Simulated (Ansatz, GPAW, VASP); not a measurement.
# Pt: programs and potentials compared

```
Pt
1.0
     0.00000    1.96090    1.96090
     1.96090    0.00000    1.96090
     1.96090    1.96090    0.00000
Pt
1
Cartesian
  0.0000 0.0000 0.0000
```

Alike in all runs: task single point; functional PBE; k mesh 12 × 12 × 12; occupations gaussian, width 0.016 eV; no spin polarisation; no spin-orbit coupling. Pressure is positive in compression and, in plane waves, holds the error of the finite cutoff, which Ansatz's Pulay term estimates and takes out.

```json
{"program and potentials": "Ansatz, Ansatz PAW", "plane-wave cutoff (eV)": "420", "notes": "18 valence electrons an atom on average; Pulay term of +0.08 GPa included", "band gap (eV)": "no gap", "pressure (GPa)": "10.21"}
{"program and potentials": "Ansatz, all-electron LAPW, scalar-relativistic", "plane-wave cutoff (eV)": "-", "notes": "-", "band gap (eV)": "no gap", "pressure (GPa)": "10.16"}
{"program and potentials": "VASP, PBE PAW files Pt, 520 eV", "plane-wave cutoff (eV)": "520", "notes": "10 valence electrons an atom on average", "band gap (eV)": "no gap", "pressure (GPa)": "9.67"}
{"program and potentials": "GPAW, GPAW PAW data sets (gpaw-data 1.2.1)", "plane-wave cutoff (eV)": "600", "notes": "16 valence electrons an atom on average", "band gap (eV)": "no gap", "pressure (GPa)": "9.71"}
```

None finds a gap. The pressure spans 9.67 (VASP, PBE PAW files Pt, 520 eV) to 10.21 GPa (Ansatz, Ansatz PAW), with all-electron results at 10.16.

The functional is the same throughout but for its coding, so the spread measures potentials, basis and numerics; runs on potential files found faulty are left out.
